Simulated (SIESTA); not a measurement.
The system is CuO (Tenorite).

```xyz
4
Lattice="2.3418 -1.7113 0.0000 2.3418 1.7113 0.0000 -0.8500 0.0000 5.0579" Properties=species:S:1:pos:R:3 pbc="T T T"
Cu    0.7459   -0.8557    2.5289
Cu    1.1709    0.8557    0.0000
O     1.7043    0.2793    3.7934
O     2.1293   -0.2793    1.2645
```

Base run:

| Item | Value |
| --- | --- |
| Program | SIESTA 5.4.2 |
| Functional | PBE |
| Potentials or basis | PseudoDojo 0.4 standard (PBE files) |
| Basis | SZ (energy shift 0.003 Ry) |
| Grid cutoff | 800 Ry |
| Energy shift | 0.003 Ry |
| k mesh | 10 × 10 × 5 |
| Occupations | fermi-dirac, width 0.05 eV |
| Spin | no spin polarisation |

Its results: band gap on the k mesh none (metal or under the smearing width); pressure 14.1 GPa; largest force 0.037 eV/Å.

Q: The run is repeated on the same cell with these changes: basis from SZ (energy shift 0.003 Ry) to DZP (energy shift 0.003 Ry; two zetas on semicore shells). What comes out?

A: Band gap on the k mesh none (metal or under the smearing width); pressure 7.0 GPa; largest force 0.096 eV/Å.

Caveats: short orbitals over semicore shells can move pressures by several GPa; the basis of atomic orbitals isn't converged, which shifts pressures, moduli and gaps; the run has no spin polarisation, though such a crystal can be magnetic; semilocal functionals often make such compounds metallic where correlation or magnetic order opens a gap, which also shifts bond lengths; the basis has no polarisation orbitals (some runs).
